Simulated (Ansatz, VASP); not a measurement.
# One calculation of CaO, two programs

```
CELL_PARAMETERS angstrom
3.00308 0.00000 0.00000
0.00000 3.00308 0.00000
0.00000 0.00000 3.00308
ATOMIC_POSITIONS crystal
Ca 0.00000 0.00000 0.00000
O 0.50000 0.50000 0.50000
```

Change from the starting cell: hydrostatic strain +3.4%.

Alike in both runs: task single point; functional r2SCAN; k mesh 8 × 8 × 8; no spin polarisation.

|  | VASP | Ansatz |
| --- | --- | --- |
| version | VASP 6.6.1 | Ansatz 0.2.0 |
| potentials or method | VASP PAW PBE potentials, release 64 (Ca_sv, O) | plane waves, PAW |
| plane-wave cutoff (eV) | 520 | 500 |
| occupations | gaussian, width 0.01 eV | fixed |
| valence electrons in the cell | 16 | 16 |

Ansatz gave:

```
gap on the k mesh at the Fermi level (eV) : 3.28
pressure (GPa)                            : -10.0
```

Problem. Estimate VASP's values.

Solution. gap on the k mesh at the Fermi level (eV): 3.28; pressure (GPa): -9.3.

Caveats: the PAW data sets were made with another functional, which shifts forces and pressure a little (VASP). A k mesh can miss the band edges.
